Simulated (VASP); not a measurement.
# ZnGe2N2 (P1) in VASP: relaxation of cell and atoms with PBE

Aim: the relaxation of cell and atoms of ZnGe2N2 with PBE.

Program: VASP 6.6.1. These are calculated values, not measurements. Logs are shortened: lines on timing, memory, paths and dates and some standing lists are left out, and cuts for length are marked.

### Step 1. The crystal as given

The typed cell holds 10 atoms: a = 5.412 Å, b = 3.117 Å, c = 8.194 Å, α = 89.85°, β = 91.57°, γ = 90.43°.

The cell was built by a generator and needn't be a form met in nature.

### Step 2. Relaxation of cell and atoms, PBE

The input, INCAR:

```
  PREC = Normal
  ENCUT = 520
  EDIFF = 1E-5
  ISMEAR = 0
  SIGMA = 0.15
  LREAL = Auto
  LASPH = True
  NELM = 80
  ALGO = Fast
  ISIF = 3
  LWAVE = False
  LCHARG = False
  GGA = PE
  IBRION = 2
  NSW = 110
  EDIFFG = -0.03
  ISYM = 0
  KPAR = 4
```

The input, KPOINTS:

```
regular mesh
0
Gamma
  4 7 3
```

The input, POSCAR:

```
ZnGe2N2
1.0
    5.4115900100     -0.0201909700     -0.0613916100
   -0.0115234000      3.1164769600      0.0038982100
   -0.1315707300      0.0101657500      8.1928075900
Zn Ge N
2 4 4
Direct
    0.2012058400      0.2400656300      0.0149322900
    0.8193207100      0.7043326400      0.0192536500
    0.4029820500      0.7991201500      0.3922347100
    0.9463649300      0.2760400200      0.3671669200
    0.5878595900      0.2787833400      0.6511590200
    0.0768879400      0.7341122200      0.6272664600
    0.2464737600      0.2320120100      0.7317016500
    0.7433220800      0.7341473000      0.7538395300
    0.2641063300      0.2294622900      0.2628406300
    0.7292173700      0.7789388200      0.2336077700
```

Potentials or basis: VASP PAW PBE potentials, release 64 (Zn, Ge_d, N).

On the command line:

```bash
> cat potpaw_PBE.64/Zn/POTCAR potpaw_PBE.64/Ge_d/POTCAR potpaw_PBE.64/N/POTCAR > POTCAR
> mpirun -np 4 vasp_std > vasp.out
```

OUTCAR:

```text
PREC = Normal
   ENCUT = 520
   EDIFF = 1E-5
   ISMEAR = 0
   LREAL = Auto
   LASPH = True
   NELM = 80
   ISIF = 3
   GGA = PE
   IBRION = 2
   NSW = 110
   EDIFFG = -0.03
   ISYM = 0

 ion  position               nearest neighbor table
   1  0.201  0.240  0.015-   9 2.05   7 2.34   2 2.53   2 2.65
   2  0.819  0.704  0.019-  10 1.85   8 2.20   1 2.53   1 2.65
   3  0.403  0.799  0.392-   9 1.86   9 2.19  10 2.22   6 2.65   5 2.76   5 2.83   4 2.90
   4  0.946  0.276  0.367-   9 1.95  10 2.21  10 2.23   6 2.65   6 2.79   3 2.90
   5  0.588  0.279  0.651-   8 1.84   7 1.98   8 2.07   3 2.76   3 2.83
   6  0.077  0.734  0.627-   7 1.98   7 2.00   8 2.11   4 2.65   3 2.65   4 2.79
   7  0.246  0.232  0.732-   6 1.98   5 1.98   6 2.00   1 2.34
   8  0.743  0.734  0.754-   5 1.84   5 2.07   6 2.11   2 2.20
   9  0.264  0.229  0.263-   3 1.86   4 1.95   1 2.05   3 2.19
  10  0.729  0.779  0.234-   2 1.85   4 2.21   3 2.22   4 2.23

IMPORTANT INFORMATION: All symmetrisations will be switched off!
NOSYMM: (Re-)initialisation of all symmetry stuff for point group C_1.

----------------------------------------------------------------------------------------

                                     Primitive cell

  volume of cell :     138.1452

  direct lattice vectors                    reciprocal lattice vectors
     5.411590010 -0.020190970 -0.061391610     0.184824772  0.000679691  0.002967313
    -0.011523400  3.116476960  0.003898210     0.001192923  0.320880031 -0.000378995
    -0.131570730  0.010165750  8.192807590     0.001384390 -0.000147584  0.122080695

  length of vectors
     5.411975891  3.116500702  8.193870295     0.184849840  0.320882472  0.122088634

  position of ions in fractional coordinates (direct lattice)
     0.201205840  0.240065630  0.014932290
     0.819320710  0.704332640  0.019253650
     0.402982050  0.799120150  0.392234710
     0.946364930  0.276040020  0.367166920
     0.587859590  0.278783340  0.651159020
     0.076887940  0.734112220  0.627266460
     0.246473760  0.232012010  0.731701650
     0.743322080  0.734147300  0.753839530
     0.264106330  0.229462290  0.262840630
     0.729217370  0.778938820  0.233607770

  ion indices of the primitive-cell ions
   primitive index   ion index
                 1           1
                 2           2
                 3           3
                 4           4
                 5           5
                 6           6
                 7           7
                 8           8
                 9           9
                10          10

----------------------------------------------------------------------------------------

 KPOINTS: regular mesh

Automatic generation of k-mesh.
 Grid dimensions read from file:
 generate k-points for:    4    7    3

 Generating k-lattice:

  Cartesian coordinates                     Fractional coordinates (reciprocal lattice)
     0.046206193  0.000169923  0.000741828     0.250000000 -0.000000000 -0.000000000
     0.000170418  0.045840004 -0.000054142     0.000000000  0.142857143  0.000000000
     0.000461463 -0.000049195  0.040693565     0.000000000  0.000000000  0.333333333

  Length of vectors
     0.046212460  0.045840353  0.040696211

  Shift w.r.t. Gamma in fractional coordinates (k-lattice)
     0.000000000  0.000000000  0.000000000

 Subroutine IBZKPT returns following result:
 ===========================================

 Found     43 irreducible k-points:

 Following reciprocal coordinates:
            Coordinates               Weight
  0.000000  0.000000  0.000000      1.000000
  0.250000 -0.000000 -0.000000      2.000000
  0.500000 -0.000000 -0.000000      1.000000
  0.000000  0.142857  0.000000      2.000000
  0.250000  0.142857  0.000000      2.000000
  0.500000  0.142857  0.000000      2.000000
[... 16 lines left out ...]
 -0.250000  0.142857  0.333333      2.000000
  0.000000  0.285714  0.333333      2.000000
 [... further k-points ...]
   k-points           NKPTS =     43   k-points in BZ     NKDIM =     43   number of bands    NBANDS=     60
   number of dos      NEDOS =    301   number of ions     NIONS =     10
   total plane-waves  NPLWV =  25920
   dimension x,y,z NGX =    30 NGY =   18 NGZ =   48
   dimension x,y,z NGXF=    60 NGYF=   36 NGZF=   96
   ions per type =               2   4   4
   NGX,Y,Z   is equivalent  to a cutoff of   9.22,  9.60,  9.74 a.u.
   NGXF,Y,Z  is equivalent  to a cutoff of  18.43, 19.20, 19.48 a.u.
 SYSTEM =  unknown system
   PREC   = normal    normal or accurate (medium, high low for compatibility)
   ISTART =      0    job   : 0-new  1-cont  2-samecut
   ICHARG =      2    charge: 1-file 2-atom 10-const
   ISPIN  =      1    spin polarized calculation?
   LNONCOLLINEAR =      F non collinear calculations
   LSORBIT =      F    spin-orbit coupling
   LASPH  =      T    aspherical Exc in radial PAW
   ENCUT  =  520.0 eV  38.22 Ry    6.18 a.u.  10.06  5.79 15.24*2*pi/ulx,y,z
   NELM   =     80;   NELMIN=  2; NELMDL= -5     # of ELM steps
   EDIFF  = 0.1E-04   stopping-criterion for ELM
   LREAL  =      T    real-space projection
   EDIFFG = -.3E-01   stopping-criterion for IOM
   NSW    =    110    number of steps for IOM
   IBRION =      2    ionic relax: 0-MD 1-quasi-New 2-CG
   NFREE  =      1    steps in history (QN), initial steepest desc. (CG)
   ISIF   =      3    stress and relaxation
   ISYM   =      0    0-nonsym 1-usesym 2-fastsym
   POTIM  = 0.5000    time-step for ionic-motion
   TEBEG  =    0.0;   TEEND  =   0.0 temperature during run
   PSTRESS=    0.0 pullay stress
   NELECT =     100.0000    total number of electrons
   NUPDOWN=      -1.0000    fix difference up-down
   EMIN   =  10.00;   EMAX   =-10.00  energy-range for DOS
   EFERMI =   0.00;   METHOD = LEGACY
   ISMEAR =     0;   SIGMA  =   0.15  broadening in eV -4-tet -1-fermi 0-gaus
   EFERMI_NEDOS =   21; number of points for ismear=-14 and -15
   IALGO  =     68    algorithm
   IMIX   =      4    mixing-type and parameters
     AMIX     =   0.40;   BMIX     =  1.00
     AMIX_MAG =   1.60;   BMIX_MAG =  1.00
  volume/ion in A,a.u.               =      13.81        93.22
  Fermi-wavevector in a.u.,A,eV,Ry     =   1.469929  2.777762 29.397971  2.160690
  Thomas-Fermi vector in A             =   2.585247
   LORBIT       =      0    0 simple, 1 ext, 2 COOP (PROOUT), +10 PAW based schemes
   GGA     = PE    functional components
   LHFCALC =     F    Hartree Fock is set to
   AEXX    =    0.0000 exact exchange contribution
   IVDW    =     0    specifies the selected vdW correction
   LEPSILON=     F    determine dielectric tensor
   LRPA    =     F    only Hartree local field effects (RPA)
 conjugate gradient relaxation of ions
 non-spin polarized calculation
 RMM-DIIS sequential band-by-band and
 Gauss-broadening in eV      SIGMA  =   0.15
  energy-cutoff  :      520.00
  volume of cell :      138.15
 maximum number of plane-waves:      3739
   NGX = 21   NGY = 11   NGZ = 31

--------------------------------------- Ionic step        1  -------------------------------------------

 number of electron     100.0000000 magnetization

 number of electron      99.9999984 magnetization

 Free energy of the ion-electron system (eV)
  ---------------------------------------------------
  ext. energy  EPLUGINS =         0.00000000
  ---------------------------------------------------
  free energy    TOTEN  =       -49.92621504 eV

  energy without entropy =      -49.90510818  energy(sigma->0) =      -49.91566161

------------------------ aborting loop because EDIFF is reached ----------------------------------------

  FORCE on cell =-STRESS in cart. coord.  units (eV):
  Direction    XX          YY          ZZ          XY          YZ          ZX
  --------------------------------------------------------------------------------------
  -------------------------------------------------------------------------------------
  Total        0.8790566      1.2162450     -2.9901240      0.5930658      0.4738304      0.6517899
  in kB       10.1951029     14.1057383    -34.6787924      6.8782449      5.4953794      7.5593145
  external PRESSURE =      -3.4593171 kB  Pullay stress =       0.0000000 kB
[... 113 lines left out ...]
  FREE ENERGIE OF THE ION-ELECTRON SYSTEM (eV)
  ---------------------------------------------------
  free  energy   TOTEN  =       -51.3905659157 eV

  energy  without entropy=      -51.3704569413  energy(sigma->0) =      -51.38051143

[... ionic steps 4 to 18 ...]

--------------------------------------- Ionic step       19  -------------------------------------------

 number of electron      99.9999920 magnetization

------------------------ aborting loop because EDIFF is reached ----------------------------------------

  FORCE on cell =-STRESS in cart. coord.  units (eV):
  Direction    XX          YY          ZZ          XY          YZ          ZX
  --------------------------------------------------------------------------------------
  -------------------------------------------------------------------------------------
  Total       -0.1319586     -0.0720705      0.0118751      0.0080655      0.0005758      0.0653070
  in kB       -1.5580858     -0.8509642      0.1402143      0.0952325      0.0067990      0.7711042
  external PRESSURE =      -0.7562786 kB  Pullay stress =       0.0000000 kB
[... 73 lines left out ...]
  energy  without entropy=      -51.7140838989  energy(sigma->0) =      -51.72368239

--------------------------------------- Ionic step       21  -------------------------------------------

 number of electron      99.9999928 magnetization

 Free energy of the ion-electron system (eV)
  ---------------------------------------------------
  ext. energy  EPLUGINS =         0.00000000
  ---------------------------------------------------
  free energy    TOTEN  =       -51.73372970 eV

  energy without entropy =      -51.71451544  energy(sigma->0) =      -51.72412257

 E-fermi :   6.0016     XC(G=0): -11.2382

 val. band max:        5.9975756850   @ k =   0.2500   0.4286   0.3333
 cond. band min:       6.0047695546   @ k =   0.2500  -0.4286   0.3333
 fundamental gap:      0.0071938696
 Fermi energy:         6.0016230427

 k-point     1 :       0.0000    0.0000    0.0000
  band No.  band energies     occupation
      1     -19.3532      2.00000
      2     -19.3311      2.00000
      3     -19.2861      2.00000
      4     -19.2832      2.00000
      5     -19.2727      2.00000
      6     -19.2719      2.00000
[... 1501 lines left out ...]
     59      10.5234      0.00000
     60      11.0325      0.00000

 [... further k-points ...]

------------------------ aborting loop because EDIFF is reached ----------------------------------------

  FORCE on cell =-STRESS in cart. coord.  units (eV):
  Direction    XX          YY          ZZ          XY          YZ          ZX
  --------------------------------------------------------------------------------------
  -------------------------------------------------------------------------------------
  Total       -0.0093852     -0.0292719      0.0885000      0.0157354      0.0185966      0.0063284
  in kB       -0.1110767     -0.3464440      1.0474292      0.1862340      0.2200970      0.0748985
  external PRESSURE =       0.1966362 kB  Pullay stress =       0.0000000 kB
[... 25 lines left out ...]
  FREE ENERGIE OF THE ION-ELECTRON SYSTEM (eV)
  ---------------------------------------------------
  free  energy   TOTEN  =       -51.7337297035 eV

  energy  without entropy=      -51.7145154408  energy(sigma->0) =      -51.72412257

 reached required accuracy - stopping structural energy minimisation
```

Run time: 14 min. Hardware: 4 MPI ranks of Intel Xeon Platinum 8488C (Sapphire Rapids), shared host; peak memory 0.32 GiB.

Results:

```yaml
Free_energy: -51.7337 eV
Relaxed_volume: 13.54 Å³/atom
Relaxed_cell: a = 5.450 Å, b = 3.111 Å, c = 7.984 Å, α = 89.93°, β = 90.30°, γ = 89.98°
Space_group_after_relaxing_to_0.05_Å: P2_1/m (No. 11)
Energy_gained_by_relaxing: 180.8 meV/atom
Ionic_steps: 21
Pressure_after_relaxing: 0.0 GPa
Largest_force_after_relaxing: 0.020 eV/Å
Band_gap_on_the_k_mesh: none (metal or under the smearing width)
```

Forces in eV/Å, atoms in the order of the input:
```
Zn  -0.004  0.007 -0.002
Zn   0.000 -0.004  0.001
Ge  -0.001 -0.010  0.005
Ge  -0.015 -0.003 -0.005
Ge   0.007  0.006  0.007
Ge   0.002  0.005  0.006
N    0.002  0.014 -0.004
N    0.008  0.016 -0.009
N    0.005 -0.013  0.001
N   -0.004 -0.019  0.001
```

The path:
```tsv
step	energy change (eV)	largest force (eV/Å)	pressure (GPa)	volume (Å³)
1	0.0000	3.6331	-0.35	138.15
2	-1.4605	1.2786	-1.54	137.53
3	-1.4644	1.3075	-1.40	137.49
4	-1.6481	0.7552	0.50	135.04
5	-1.6707	0.7813	1.36	133.92
6	-1.7545	0.5138	-0.14	135.25
7	-1.7555	0.5191	-0.32	135.40
8	-1.7857	0.2132	0.17	135.22
9	-1.7866	0.2861	0.35	135.18
10	-1.7972	0.1171	-0.17	135.79
11	-1.7977	0.1213	-0.28	135.92
12	-1.8014	0.0846	-0.07	135.51
13	-1.8020	0.1108	0.17	135.22
14	-1.8048	0.0701	0.21	135.26
15	-1.8052	0.0979	0.26	135.27
16	-1.8064	0.0369	-0.18	135.94
17	-1.8065	0.0429	-0.29	135.86
18	-1.8070	0.0654	0.09	135.63
19	-1.8071	0.0524	-0.08	135.69
20	-1.8071	0.0527	-0.11	135.68
21	-1.8075	0.0199	0.02	135.37
```

Final structure:
```
Zn Ge N
1.0
     5.45002    0.00072    0.00005
     0.00044    3.11122    0.00174
    -0.04229    0.00509    7.98362
Zn Ge N
2 4 4
Direct
  0.19178 0.24978 0.00653
  0.81230 0.75088 0.00432
  0.42094 0.75359 0.36214
  0.91667 0.25355 0.36412
  0.58250 0.24802 0.64847
  0.08686 0.74807 0.64678
  0.25586 0.24755 0.75744
  0.74842 0.74763 0.75467
  0.25479 0.25380 0.25617
  0.74762 0.75414 0.25337
```
